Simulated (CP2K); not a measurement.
Runs of CP2K 2026.2 on InP. Symmetry: F-43m, No. 216, cubic system. The conventional cell has a = 5.861 Å, b = 5.861 Å, c = 5.861 Å, α = 90.00°, β = 90.00°, γ = 90.00°. In (site symmetry -43m) is surrounded by 4 P at 2.54 Å. P (site symmetry -43m) has 4 In at 2.54 Å as nearest neighbours. 

```csv
task,level,potentials or basis,smearing,EPS_DEFAULT,NGRIDS,points a segment of the path (NPOINTS),bands added on the path,CUTOFF of the grids,gap on the mesh (eV),pressure (GPa)
band structure,r2SCAN,"POTENTIAL_UZH In GTH-SCAN-q13, P GTH-SCAN-q5; TZVP-MOLOPT-SCAN-GTH basis",fermi-dirac 0.1 eV,1.0E-10,4,6,2,675 Ry,1.09,1.7
single point,PBE,"POTENTIAL_UZH In GTH-PBE-q13, P GTH-PBE-q5; TZVP-MOLOPT-PBE-GTH basis",fermi-dirac 0.05 eV,1.0E-10,4,-,-,450 Ry,0.69,3.9
band structure,PBEsol,"POTENTIAL_UZH In GTH-PBE-q13, P GTH-PBE-q5; TZVP-MOLOPT-PBE-GTH basis",fermi-dirac 0.1 eV,1.0E-10,5,8,4,450 Ry,0.59,1.6
band structure,LDA,"GTH_POTENTIALS In GTH-PADE-q13, P GTH-PADE-q5; TZVP-MOLOPT-PBE-GTH basis",fermi-dirac 0.05 eV,1.0E-10,5,6,6,450 Ry,(b),(a)
band structure,PBE,"POTENTIAL_UZH In GTH-PBE-q13, P GTH-PBE-q5; TZVP-MOLOPT-PBE-GTH basis",fermi-dirac 0.01 eV,1.0E-9,4,8,6,450 Ry,0.69,3.9
```

Alike in all rows: no spin polarisation; cell as given; k mesh 8 × 8 × 8.

Question: Estimate the missing entries.

Answer: (a) -0.8; (b) 0.46.

Caveats: spin-orbit coupling is left out, which moves the levels of the heavy elements; the basis of atomic orbitals isn't converged, which shifts pressures, moduli and gaps; the potentials were made for another functional, which shifts forces and pressure (some runs).

A k mesh can miss the band edges, and the runs leave out spin-orbit coupling on In.

Not every run made on this cell is shown here.
